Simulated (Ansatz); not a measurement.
Crystal: SiC (Moissanite 6H).

```
Si C
1.0
     3.09500    0.00000    0.00000
    -1.54750    2.68035    0.00000
     0.00000    0.00000   15.17000
Si C
6 6
Direct
  0.66667 0.33333 0.45830
  0.33333 0.66667 0.95830
  0.66667 0.33333 0.79170
  0.33333 0.66667 0.29170
  0.00000 0.00000 0.62500
  0.00000 0.00000 0.12500
  0.66667 0.33333 0.33330
  0.33333 0.66667 0.83330
  0.66667 0.33333 0.66670
  0.33333 0.66667 0.16670
  0.00000 0.00000 0.50000
  0.00000 0.00000 0.00000
```

Base run:

```yaml
Program: Ansatz 0.2.0
Functional: PBEsol
Potentials_or_basis: Ansatz PAW
Cutoff: "420 eV (not typed: the program's choice for these potentials)"
k_mesh: 10 × 10 × 2
Occupations: fermi-dirac, width 0.05 eV
Spin: no spin polarisation
```

Its results: band gap on the k mesh 1.92 eV, indirect (least direct gap 3.02 eV); pressure -3.2 GPa; largest force 0.143 eV/Å.

Task: The run is repeated on the same cell with these changes: functional from PBEsol to LDA. What comes out?

Result: Band gap on the k mesh 1.98 eV, indirect (least direct gap 3.07 eV); pressure -7.3 GPa; largest force 0.144 eV/Å.

LDA binds more tightly than PBEsol, so the same cell stands under less pressure.

Caveats: the PAW data sets come from PBE, with cores solved anew for the run's functional, which leaves a small shift of forces and pressure.
